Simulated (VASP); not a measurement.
# GaN in VASP: one cell, several levels of theory

GaN built on the zincblende prototype, under -4.0 % equal strain in all directions is computed at one geometry. Runs: PBE, r2SCAN. The results are then set beside those of Ansatz 0.2.0 for the same cell.

Program: VASP 6.6.1. PAW datasets, plane waves. Computed at 0 K without zero-point motion; spin polarisation is off.

## Step 1: The structure to begin with

The cell comes from an earlier relaxation with r2SCAN in another program.

The symmetry is F-43m (No. 216, cubic); a = 4.318 Å in the conventional setting, 10.06 Å³ an atom. Ga has 4 N at 1.87 Å; N has 4 Ga at 1.87 Å.

As a file:

```cif
data_structure
_symmetry_space_group_name_H-M 'P 1'
_symmetry_Int_Tables_number 1
_cell_length_a 3.0533
_cell_length_b 3.0533
_cell_length_c 3.0533
_cell_angle_alpha 60.000
_cell_angle_beta 60.000
_cell_angle_gamma 60.000
_cell_volume 20.13
loop_
_atom_site_label
_atom_site_type_symbol
_atom_site_fract_x
_atom_site_fract_y
_atom_site_fract_z
_atom_site_occupancy
Ga1 Ga 0.00000 0.00000 0.00000 1
N1 N 0.25000 0.25000 0.25000 1
```

## Step 2: PBE at this geometry

Contents of INCAR:

```
ENCUT = 520.000000
SIGMA = 0.020000
EDIFF = 1.00e-07
GGA = PE
PREC = Accurate
IBRION = -1
ISIF = 2
ISMEAR = -1
NBANDS = 16
NELM = 120
NSW = 0
LASPH = .TRUE.
LCHARG = .FALSE.
LWAVE = .FALSE.
LREAL = .FALSE.
```

Contents of KPOINTS:

```
KPOINTS created by Atomic Simulation Environment
0
Gamma
10 10 10
0 0 0
```

Contents of KPOINTS_OPT:

```
special points
6
Reciprocal
0.0000000000 0.0000000000 0.0000000000 1
-0.5000000000 -0.5000000000 0.0000000000 1
-0.3750000000 -0.3750000000 0.2500000000 1
-0.3750000000 0.0000000000 0.3750000000 1
0.0000000000 0.0000000000 0.5000000000 1
-0.5000000000 -0.2500000000 0.2500000000 1
```

Contents of POSCAR:

```
Ga N
 1.0000000000000000
     0.0000000000000000    2.1589944394999998    2.1589944394999998
     2.1589944394999998    0.0000000000000000    2.1589944394999998
     2.1589944394999998    2.1589944394999998    0.0000000000000000
 Ga  N
   1   1
Cartesian
  0.0000000000000000  0.0000000000000000  0.0000000000000000
  1.0794972197499999  1.0794972197499999  1.0794972197499999
```

Potentials: the recommended PBE PAW datasets, 18 valence electrons in the neutral cell.

Run with:

```bash
mpirun -np 1 vasp_std
```

Printed to the terminal (iteration lines stand in OSZICAR):

```text
POSCAR found type information on POSCAR GaN
 POSCAR found :  2 types and       2 ions
 LDA part: xc-table for (Slater+PW92), standard interpolation
 POSCAR, INCAR and KPOINTS ok, starting setup
 FFT: planning ... GRIDC
 FFT: planning ... GRID_SOFT
 FFT: planning ... GRID
 WAVECAR not read
 entering main loop
 Start KPOINTS_OPT (optional k-point list driver)
k-point batch [1-6\6]
```

OSZICAR:

```text
N       E                     dE             d eps       ncg     rms          rms(c)
DAV:   1     0.797889420883E+02    0.79789E+02   -0.92387E+03  1720   0.211E+03
DAV:   2    -0.883473000598E+01   -0.88624E+02   -0.82913E+02  1728   0.335E+02
DAV:   3    -0.139919663653E+02   -0.51572E+01   -0.51406E+01  1792   0.690E+01
DAV:   4    -0.140430291885E+02   -0.51063E-01   -0.51058E-01  1896   0.721E+00
DAV:   5    -0.140436901525E+02   -0.66096E-03   -0.66096E-03  1816   0.751E-01    0.824E+00
DAV:   6    -0.117973226425E+02    0.22464E+01   -0.47715E+00  2288   0.444E+01    0.271E+00
DAV:   7    -0.118113373520E+02   -0.14015E-01   -0.41462E-01  1664   0.642E+00    0.185E+00
DAV:   8    -0.118075044049E+02    0.38329E-02   -0.42131E-02  1872   0.372E+00    0.613E-01
DAV:   9    -0.118038719983E+02    0.36324E-02   -0.14451E-02  2216   0.322E+00    0.146E-01
DAV:  10    -0.118040278368E+02   -0.15584E-03   -0.13476E-03  1904   0.557E-01    0.389E-02
DAV:  11    -0.118039942650E+02    0.33572E-04   -0.18074E-04  2280   0.184E-01    0.187E-02
DAV:  12    -0.118039977125E+02   -0.34475E-05   -0.17287E-05  1776   0.452E-02    0.101E-02
DAV:  13    -0.118039975397E+02    0.17285E-06   -0.63017E-07  1848   0.137E-02    0.373E-03
DAV:  14    -0.118039974938E+02    0.45897E-07   -0.40769E-08  1240   0.335E-03
   1 F= -.11803997E+02 E0= -.11803997E+02  d E =-.328731E-11
       N       E                     dE             ncg
DAV:   1     0.592542914065E+03   -0.41161E+04      200
DAV:   2     0.232977866949E+02   -0.56925E+03      224
DAV:   3    -0.926087741192E+01   -0.32559E+02      232
DAV:   4    -0.959871829502E+01   -0.33784E+00      264
DAV:   5    -0.960261364902E+01   -0.38954E-02      216
DAV:   6    -0.960272546666E+01   -0.11182E-03      280
DAV:   7    -0.960272916439E+01   -0.36977E-05      208
DAV:   8    -0.960272927031E+01   -0.10593E-06      224
DAV:   9    -0.960272927328E+01   -0.29667E-08      168
```

The lines after F= are the extra pass for the points of KPOINTS_OPT, at fixed density; their E is not a total energy.

From OUTCAR:

```text
k-points           NKPTS =     47   k-points in BZ     NKDIM =     47   number of bands    NBANDS=     16

   NELECT =      18.0000    total number of electrons

   dimension x,y,z NGX =    24 NGY =   24 NGZ =   24
   dimension x,y,z NGXF=    48 NGYF=   48 NGZF=   48

  energy-cutoff  :      520.00
  volume of cell :       20.13
      direct lattice vectors                 reciprocal lattice vectors
     0.000000000  2.158994439  2.158994439    -0.231589295  0.231589295  0.231589295
     2.158994439  0.000000000  2.158994439     0.231589295 -0.231589295  0.231589295
     2.158994439  2.158994439  0.000000000     0.231589295  0.231589295 -0.231589295

 k-points in reciprocal lattice and weights: KPOINTS created by Atomic Simulation Env
   0.00000000  0.00000000  0.00000000       0.001
   0.10000000  0.00000000  0.00000000       0.008
   0.20000000  0.00000000  0.00000000       0.008
   0.30000000  0.00000000  0.00000000       0.008
   0.40000000  0.00000000  0.00000000       0.008
   0.50000000  0.00000000  0.00000000       0.004
   0.10000000  0.10000000  0.00000000       0.006
   0.20000000  0.10000000  0.00000000       0.024
[... 39 more k-points ...]

 E-fermi :   7.1962

 k-point     1 :       0.0000    0.0000    0.0000
  band No.  band energies     occupation
      1     -10.3398      2.00000
      2      -6.8402      2.00000
      3      -6.8402      2.00000
      4      -6.8402      2.00000
      5      -6.3655      2.00000
      6      -6.3655      2.00000
      7       6.7863      2.00000
      8       6.7863      2.00000
      9       6.7863      2.00000
     10       9.3395      0.00000
     11      17.9052      0.00000
     12      17.9052      0.00000
     13      17.9052      0.00000
     14      26.1016      0.00000
     15      26.6317      0.00000
     16      26.6317      0.00000

 k-point     2 :       0.1000    0.0000    0.0000
  band No.  band energies     occupation
      1     -10.2010      2.00000
      2      -6.8206      2.00000
      3      -6.8206      2.00000
      4      -6.8100      2.00000
      5      -6.3677      2.00000
      6      -6.3677      2.00000
      7       5.7189      2.00000
      8       6.6605      2.00000
      9       6.6605      2.00000
     10      10.1131      0.00000
     11      17.4038      0.00000
     12      18.0963      0.00000
     13      18.0963      0.00000
     14      25.2385      0.00000
     15      25.2385      0.00000
     16      25.3654      0.00000

 k-point     3 :       0.2000    0.0000    0.0000
  band No.  band energies     occupation
      1      -9.8355      2.00000
      2      -6.7751      2.00000
      3      -6.7751      2.00000
      4      -6.6697      2.00000
      5      -6.3667      2.00000
      6      -6.3667      2.00000
      7       3.7463      2.00000
      8       6.3513      2.00000
      9       6.3513      2.00000
     10      11.2179      0.00000
     11      16.5900      0.00000
     12      18.3813      0.00000
     13      18.3813      0.00000
     14      24.2107      0.00000
     15      24.4322      0.00000
     16      24.4322      0.00000

 k-point     4 :       0.3000    0.0000    0.0000
  band No.  band energies     occupation
      1      -9.4040      2.00000
      2      -6.7342      2.00000
      3      -6.7342      2.00000
      4      -6.3478      2.00000
      5      -6.3478      2.00000
      6      -6.2822      2.00000
      7       1.6146      2.00000
      8       6.0019      2.00000
      9       6.0019      2.00000
     10      11.9642      0.00000
     11      16.1573      0.00000
     12      18.2837      0.00000
     13      18.2837      0.00000
     14      23.5603      0.00000
     15      25.0871      0.00000
     16      25.0871      0.00000

 k-point     5 :       0.4000    0.0000    0.0000
  band No.  band energies     occupation
      1      -9.1072      2.00000
      2      -6.7165      2.00000
      3      -6.7165      2.00000
      4      -6.3155      2.00000
      5      -6.3155      2.00000
      6      -5.5862      2.00000
      7      -0.2684      2.00000
      8       5.7398      2.00000
      9       5.7398      2.00000
     10      12.2635      0.00000
     11      16.1126      0.00000
     12      17.9666      0.00000
     13      17.9666      0.00000
     14      23.4754      0.00000
     15      26.7972      0.00000
     16      26.7972      0.00000

 k-point     6 :       0.5000    0.0000    0.0000
  band No.  band energies     occupation
      1      -9.0128      2.00000
      2      -6.7132      2.00000
      3      -6.7132      2.00000
      4      -6.2991      2.00000
      5      -6.2991      2.00000
      6      -5.1010      2.00000
      7      -1.1616      2.00000
      8       5.6437      2.00000
      9       5.6437      2.00000
     10      12.3214      0.00000
     11      16.1455      0.00000
     12      17.8183      0.00000
     13      17.8183      0.00000
     14      23.5601      0.00000
     15      28.0634      0.00000
     16      28.0634      0.00000

 k-point     7 :       0.1000    0.1000    0.0000
  band No.  band energies     occupation
      1     -10.1550      2.00000
      2      -6.8214      2.00000
      3      -6.8035      2.00000
      4      -6.8035      2.00000
      5      -6.3817      2.00000
      6      -6.3550      2.00000
      7       5.7852      2.00000
      8       6.4142      2.00000
      9       6.4142      2.00000
     10      10.3612      0.00000
     11      17.0634      0.00000
     12      18.2757      0.00000
     13      18.2757      0.00000
     14      22.9183      0.00000
     15      27.4137      0.00000
     16      27.4138      0.00000

 k-point     8 :       0.2000    0.1000    0.0000
  band No.  band energies     occupation
      1      -9.8656      2.00000
      2      -6.7853      2.00000
      3      -6.7565      2.00000
      4      -6.7143      2.00000
      5      -6.3874      2.00000
      6      -6.3449      2.00000
      7       4.3283      2.00000
      8       6.0193      2.00000
      9       6.1772      2.00000
     10      11.2853      0.00000
     11      16.3926      0.00000
     12      18.3433      0.00000
     13      18.6580      0.00000
     14      21.8311      0.00000
     15      26.5543      0.00000
     16      26.5700      0.00000

 k-point     9 :       0.3000    0.1000    0.0000
  band No.  band energies     occupation
      1      -9.4574      2.00000
      2      -6.7418      2.00000
      3      -6.7096      2.00000
      4      -6.4988      2.00000
      5      -6.3273      2.00000
      6      -6.2927      2.00000
      7       2.3492      2.00000
      8       5.6453      2.00000
      9       5.8043      2.00000
     10      12.1577      0.00000
     11      15.9772      0.00000
     12      17.8437      0.00000
     13      18.7692      0.00000
     14      22.4608      0.00000
     15      25.6772      0.00000
     16      26.6307      0.00000

 k-point    10 :       0.4000    0.1000    0.0000
  band No.  band energies     occupation
      1      -9.1267      2.00000
      2      -6.7181      2.00000
      3      -6.6862      2.00000
      4      -6.3966      2.00000
      5      -6.3037      2.00000
      6      -5.7363      2.00000
      7       0.4101      2.00000
      8       5.3733      2.00000
      9       5.4221      2.00000
     10      12.6814      0.00000
     11      15.6297      0.00000
     12      17.7633      0.00000
     13      18.5141      0.00000
     14      23.5624      0.00000
     15      25.7748      0.00000
     16      27.7691      0.00000

 k-point    11 :       0.5000    0.1000    0.0000
  band No.  band energies     occupation
      1      -8.9805      2.00000
      2      -6.7124      2.00000
      3      -6.6826      2.00000
      4      -6.3446      2.00000
      5      -6.2978      2.00000
      6      -5.0801      2.00000
      7      -0.8893      2.00000
      8       5.0380      2.00000
      9       5.4139      2.00000
     10      12.9078      0.00000
     11      15.3721      0.00000
     12      17.9765      0.00000
     13      18.2356      0.00000
     14      24.2039      0.00000
     15      26.9121      0.00000
     16      28.3097      0.00000

 k-point    12 :      -0.4000    0.1000    0.0000
  band No.  band energies     occupation
      1      -9.0100      2.00000
      2      -6.7108      2.00000
      3      -6.6878      2.00000
      4      -6.3297      2.00000
      5      -6.3252      2.00000
      6      -5.2497      2.00000
      7      -0.5854      2.00000
      8       4.8994      2.00000
      9       5.6190      2.00000
     10      12.9343      0.00000
     11      15.4371      0.00000
     12      17.9142      0.00000
     13      18.1913      0.00000
     14      24.4522      0.00000
     15      26.4191      0.00000
     16      27.7467      0.00000

[... the tables of k-points 13 to 47 left out ...]

  Total        4.7148758      4.7148758      4.7148758     -0.0000000      0.0000000     -0.0000000
  in kB      375.3153012    375.3153012    375.3153012     -0.0000000      0.0000000     -0.0000000
  external PRESSURE =     375.3153012 kB  Pullay stress =       0.0000000 kB

 POSITION                                       TOTAL-FORCE (eV/Angst)
 -----------------------------------------------------------------------------------
      0.00000      0.00000      0.00000         0.000000      0.000000      0.000000
      1.07950      1.07950      1.07950        -0.000000     -0.000000     -0.000000
 -----------------------------------------------------------------------------------
    total drift:                                0.000002      0.000002      0.000002

  FREE ENERGIE OF THE ION-ELECTRON SYSTEM (eV)
  ---------------------------------------------------
  free  energy   TOTEN  =       -11.8039974938 eV

  energy  without entropy=      -11.8039974938  energy(sigma->0) =      -11.80399749
```

Hardware: 1 MPI rank of Intel Xeon Platinum 8488C, shared host.

The levels at the points of KPOINTS_OPT are read from vasprun.xml.

Levels at the named points, in eV from the top of band v (v: the last filled band by count, c: the next):

```
point    v−1      v     c    c+1
    Γ   0.00   0.00  2.55  11.12
    X  -3.19  -3.19  3.38   7.40
    U  -4.98  -2.56  5.19   8.90
    K  -4.98  -2.56  5.19   8.90
    L  -1.14  -1.14  5.54   9.36
    W  -4.33  -4.29  6.47   9.73
```

The PBE gap is 2.55 eV, direct at Γ. Pressure: 37.53 GPa; the forces vanish within 0.01 eV/Å.

(Part 1 of 2 ends here.)
